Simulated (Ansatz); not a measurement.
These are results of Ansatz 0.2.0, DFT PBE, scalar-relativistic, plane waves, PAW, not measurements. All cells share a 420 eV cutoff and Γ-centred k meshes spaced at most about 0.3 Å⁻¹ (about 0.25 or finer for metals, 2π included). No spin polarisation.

Temperature and zero-point effects are left out.

Compare these two cells of HfH₅, each relaxed at this level.

1.

```
CELL_PARAMETERS angstrom
3.40852 0.00000 0.00000
0.00000 3.40852 0.00000
0.00000 0.00000 4.18437
ATOMIC_POSITIONS crystal
Hf 0.00000 0.00000 0.00000
H 0.00000 0.50000 0.24594
H 0.50000 0.00000 0.75406
H 0.00000 0.50000 0.75406
H 0.50000 0.00000 0.24594
H 0.00000 0.00000 0.50000
```

2.

```
CELL_PARAMETERS angstrom
3.67398 0.00000 0.00000
-1.83699 3.18176 0.00000
0.00000 0.00000 3.25368
ATOMIC_POSITIONS crystal
Hf 0.00000 0.00000 0.50000
H 0.66667 0.33333 0.50000
H 0.31026 0.00000 0.00000
H 0.68974 0.68974 0.00000
H 0.00000 0.31026 0.00000
H 0.33333 0.66667 0.50000
```

Question: Which is lower in energy, and by how much?

Answer: Cell 2 is lower, by 89 meV/atom. Cell 1 has space group P4/mmm (No. 123), 8.1 Å³/atom and no gap on its mesh; cell 2 has space group P-62m (No. 189), 6.3 Å³/atom and no gap. Counting H atoms around Hf (those within 1.25 times the shortest such distance or 1.15 times the sum of covalent radii, 1.27 where that leaves under three), cell 1 has Hf 10 and cell 2 has Hf 12. The denser one is the lower, and pressure would at first widen the difference. Even the lower one lies +0.04 eV/atom against the reference forms of the elements (uncorrected), a margin that errors in the energy of the gaseous reference can exceed. In cell 1, Hf is surrounded by 10 H at 1.99–2.09 Å; H on a site of symmetry 2mm has 2 Hf at 1.99 Å, 4 H at 2.01–2.13 Å and 4 H at 2.41 Å; H on a site of symmetry 4/mmm has 8 H at 2.01 Å and 2 Hf at 2.09 Å. In cell 2, Hf has 6 H at 1.99 Å and 6 H at 2.12 Å; around H on a site of symmetry -6 lie 9 H at 2.06–2.12 Å and 3 Hf at 2.12 Å; H on a site of symmetry m2m has 6 H at 1.97–2.06 Å, 2 Hf at 1.99 Å and 4 H at 2.20 Å. Both come from invented guesses. Shaken at random and relaxed again, cell 2 falls into a cell with space group Cmmm (No. 65), 12 meV/atom lower and the lowest form computed, so it is a saddle point or a shallow minimum.

Spin–orbit coupling, which can matter for Hf, is left out. With hydrogen, zero-point motion can shift such differences by 10 meV/atom or more. Cells without such a test can be saddle points. Some candidate types were left out of the draw beforehand, so a known form may be missing.
